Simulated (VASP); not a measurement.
A run of VASP 6.6.1:

File POSCAR:

```
ZrSe2                                   
1.0
    3.7327375238      0.0000000000      0.0000000000
   -1.8663687619      3.2326455179      0.0000000000
    0.0000000000      0.0000000000      6.1351012476
  Zr              Se            
     1     2
Direct
     0.0000000000000000    0.0000000000000000    0.0000000000000000
     0.3333333300000021    0.6666666699999979    0.2588738620833340
     0.6666666699999979    0.3333333300000021    0.7411261379166660
```

File INCAR.step1:

```
ALGO     = Normal         # electronic algorithm
EDIFF    = 1E-7           # SCF threshold, eV
ENCUT    = 520            # plane-wave cutoff, eV
GGA      = PS             # functional
ISIF     = 2              # what is computed and relaxed
ISMEAR   = 0              # smearing method
LASPH    = T              # aspherical terms in the spheres
LCHARG   = T              # write CHGCAR
LMAXMIX  = 4              # l up to which the mixer works
LREAL    = F              # projectors in reciprocal space
LWAVE    = F              # write WAVECAR
NELM     = 100            # most SCF steps
PREC     = Accurate       # precision mode
SIGMA    = 0.02           # smearing width, eV
```

KPOINTS.step1

```
k-points
0
Gamma
  9 9 6
```

The input INCAR.step2:

```
ALGO     = Normal         # electronic algorithm
EDIFF    = 1E-7           # SCF threshold, eV
ENCUT    = 520            # plane-wave cutoff, eV
GGA      = PS             # functional
ICHARG   = 11             # starting density
ISIF     = 2              # what is computed and relaxed
ISMEAR   = 0              # smearing method
LASPH    = T              # aspherical terms in the spheres
LCHARG   = F              # write CHGCAR
LMAXMIX  = 4              # l up to which the mixer works
LREAL    = F              # projectors in reciprocal space
LWAVE    = F              # write WAVECAR
NELM     = 100            # most SCF steps
PREC     = Accurate       # precision mode
SIGMA    = 0.05           # smearing width, eV
```

File KPOINTS.step2:

```
path GMKGALHA,LM,KH
10
line-mode
reciprocal
 0.0000000000  0.0000000000  0.0000000000  G
 0.5000000000  0.0000000000  0.0000000000  M

 0.5000000000  0.0000000000  0.0000000000  M
 0.3333333333  0.3333333333  0.0000000000  K

 0.3333333333  0.3333333333  0.0000000000  K
 0.0000000000  0.0000000000  0.0000000000  G

 0.0000000000  0.0000000000  0.0000000000  G
 0.0000000000  0.0000000000  0.5000000000  A

 0.0000000000  0.0000000000  0.5000000000  A
 0.5000000000  0.0000000000  0.5000000000  L

 0.5000000000  0.0000000000  0.5000000000  L
 0.3333333333  0.3333333333  0.5000000000  H

 0.3333333333  0.3333333333  0.5000000000  H
 0.0000000000  0.0000000000  0.5000000000  A

 0.5000000000  0.0000000000  0.5000000000  L
 0.5000000000  0.0000000000  0.0000000000  M

 0.3333333333  0.3333333333  0.0000000000  K
 0.3333333333  0.3333333333  0.5000000000  H
```

Potentials or basis: VASP PAW PBE potentials, release 64 (Zr_sv, Se).

Run with:

```console
$ cat potpaw_PBE.64/Zr_sv/POTCAR potpaw_PBE.64/Se/POTCAR > POTCAR
$ cp INCAR.step1 INCAR
$ cp KPOINTS.step1 KPOINTS
$ mpirun -np 1 vasp_std > vasp.out
$ cp INCAR.step2 INCAR
$ cp KPOINTS.step2 KPOINTS
$ mpirun -np 1 vasp_std > vasp.out
```

Hardware: 1 thread of AMD EPYC 9R45 96-Core Processor (Zen 5), with other jobs on the host.

Task: How long does it take, and how much memory?

Result: Run time: 54 s on 1 thread of AMD EPYC 9R45 96-Core Processor (Zen 5) (shared host), peak memory 0.22 GiB. Counts: scf iterations 8, k points 90.
